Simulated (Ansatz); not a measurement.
The system is MgO.

```xyz
2
Lattice="2.9380 0.0000 0.0000 -1.4690 2.5444 0.0000 0.0000 0.0000 2.6797" Properties=species:S:1:pos:R:3 pbc="T T T"
Mg    0.0000    0.0000    0.0000
O     0.0000    1.6963    1.3398
```

Measurements of this composition are mostly on another form, of space group No. 225.

| Property | Result |
| --- | --- |
| Program | Ansatz 0.2.0 |
| Task | single point |
| Functional | PBE |
| Potentials or basis | Ansatz PAW |
| Cutoff | 420 eV (not typed: the program's choice for these potentials) |
| k mesh | 10 × 10 × 10 |
| Occupations | fermi-dirac, width 0.05 eV |
| Spin | no spin polarisation |

On this cell: pressure 0.0 GPa; largest force under 0.003 eV/Å; band gap on the k mesh 3.03 eV, indirect (least direct gap 3.42 eV).

The same run follows on a disturbed copy (atoms moved at random, drawn with an rms of 0.05 Å):

```xyz
2
Lattice="2.9380 0.0000 0.0000 -1.4690 2.5444 0.0000 0.0000 0.0000 2.6797" Properties=species:S:1:pos:R:3 pbc="T T T"
Mg    0.0218    0.0077    0.0075
O     0.0333    1.6735    1.3474
```

**Question.** What changes?

**Answer.** The energy moves by +0.9 meV/atom; pressure 0.0 GPa; largest force 0.114 eV/Å; band gap on the k mesh 3.02 eV, indirect (least direct gap 3.42 eV).

Forces in eV/Å, atoms in the order of the input:
```
Mg   0.035 -0.108  0.000
O   -0.035  0.108  0.000
```

Stress tensor (GPa, compression positive):
```
-0.01 -0.02  0.00
-0.02  0.03  0.00
 0.00  0.00  0.10
```

A k mesh can miss the band edges.
